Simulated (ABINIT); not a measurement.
Here is an ABINIT 10.8.3 (patched build) calculation.

run.abi

```
# Pseudopotentials
pp_dirpath "./"
pseudos "Ni.upf, O.upf"

# Structure
acell 5.5745227313 5.5745227313 5.5745227313
rprim
     0.0000000000     0.7071067812     0.7071067812
     0.7071067812     0.0000000000     0.7071067812
     0.7071067812     0.7071067812     0.0000000000
ntypat 2
znucl 28 8
natom 2
typat 1 2
chkprim 0
chksymtnons 0
tolsym 1.0e-6
xred
            0.0            0.0            0.0
            1/2            1/2            1/2

# Plane-wave basis
ecut 49.0
ecutsm 0.5

# k points
kptopt 1
ngkpt 8 8 8
nshiftk 1
shiftk 0.0 0.0 0.0

# Exchange and correlation
ixc 11

# Bands and occupations
nband 17
occopt 3
tsmear 0.05 eV

# Spin
nsppol 2
spinat
     0.0000000000     0.0000000000     1.0000000000
     0.0000000000     0.0000000000     0.0000000000

# SCF cycle
nstep 80
tolvrs 1.0e-12

# Output
iomode 3
prteig 0
prtebands 0
prtwf 0
prtden 0

# Relaxation
ionmov 2
optcell 2
ntime 50
tolmxf 2.0e-5
dilatmx 1.08
```

Potentials or basis: PseudoDojo NC SR PBE v0.4.1 standard.

Run with:

```sh
$ mpirun --bind-to none -np 4 abinit run.abi > log 2>&1
```

Problem. What does it give for the relaxed cell?

Solution. a = 2.941 Å, b = 2.941 Å, c = 2.941 Å, α = 60.00°, β = 60.00°, γ = 60.00°.

Problem. What does it give for the net moment?

Solution. 0.00 μB per cell.

The path:
```tsv
step	energy change (eV)	largest force (eV/Å)	pressure (GPa)	volume (Å³)
1	0.0000	0.0000	-1.91	18.15
2	-0.0009	0.0000	-0.75	18.05
3	-0.0010	0.0000	0.01	17.98
4	-0.0010	0.0000	0.00	17.98
```

Caveat: small starting moments can end in a higher magnetic state in this program.
